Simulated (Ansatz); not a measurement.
Reactions of BClH2Te, SMILES `ClB[TeH]`.

Isolated molecules relaxed with PBE0-D4/def2-TZVP in Ansatz; ΔE leaves out vibrations. CCSD(T)/CBS is the MP2 limit (def2-TZVPP, def2-QZVPP) plus CCSD(T) − MP2 in def2-TZVPP, frozen cores. This one scheme is used for every species. Functionals use def2-TZVPP. B3LYP here is the variant with VWN-RPA as its local correlation; programs differ in this. def2 core potentials past Kr. For Br, Te outer-core shells are correlated without core-valence functions, which leaves a few kJ/mol of doubt a bond. Scalar relativity is left out up to krypton. One conformer a species, not always the lowest.

```json
{"reaction": "`ClB[TeH]` + HBr → `ClBBr` + H₂Te", "B3LYP-D4 (eV)": "-0.19", "CCSD(T)/CBS(def2) (eV)": "-0.16"}
{"reaction": "`ClB[TeH]` + `OCC(F)(F)F` → `FC(F)(F)COBCl` + H₂Te", "B3LYP-D4 (eV)": "-0.82", "CCSD(T)/CBS(def2) (eV)": "-0.72"}
{"reaction": "`ClB[TeH]` + `B1CS1` → `[TeH]B1CS1` + `BCl`", "B3LYP-D4 (eV)": "0.03", "CCSD(T)/CBS(def2) (eV)": "0.02"}
{"reaction": "`ClB[TeH]` + `CCC=O` → `O=CBCl` + `CC[TeH]`", "B3LYP-D4 (eV)": "1.04", "CCSD(T)/CBS(def2) (eV)": "1.05"}
```

Largest T1 diagnostic: 0.016, for `B1CS1`.
